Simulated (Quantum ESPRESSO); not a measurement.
Crystal: AlNi.

```
CELL_PARAMETERS angstrom
2.88100 0.00000 0.00000
0.00000 2.88100 0.00000
0.00000 0.00000 2.88100
ATOMIC_POSITIONS crystal
Ni 0.50000 0.50000 0.50000
Al 0.00000 0.00000 0.00000
```

Base run:

```yaml
Program: Quantum ESPRESSO 7.5
Functional: PBEsol
Potentials_or_basis: PseudoDojo 0.4.1 SR PBEsol standard
Cutoff: 1333 eV
Density_cutoff: 5333 eV
k_mesh: 9 × 9 × 9
Occupations: fermi-dirac, width 0.05 eV
Spin: collinear spin, ferromagnetic start
Starting_moments: "[1.0, 0.0] μB"
```

Its results: band gap on the k mesh none (metal or under the smearing width); pressure -3.3 GPa; net moment 0.00 μB per cell.

Q: The run is repeated on the same cell with these changes: functional from PBEsol to LDA; potentials or basis from PseudoDojo 0.4.1 SR PBEsol standard to PseudoDojo 0.4.1 SR LDA standard. What comes out?

A: Band gap on the k mesh none (metal or under the smearing width); pressure -9.0 GPa; net moment 0.00 μB per cell.
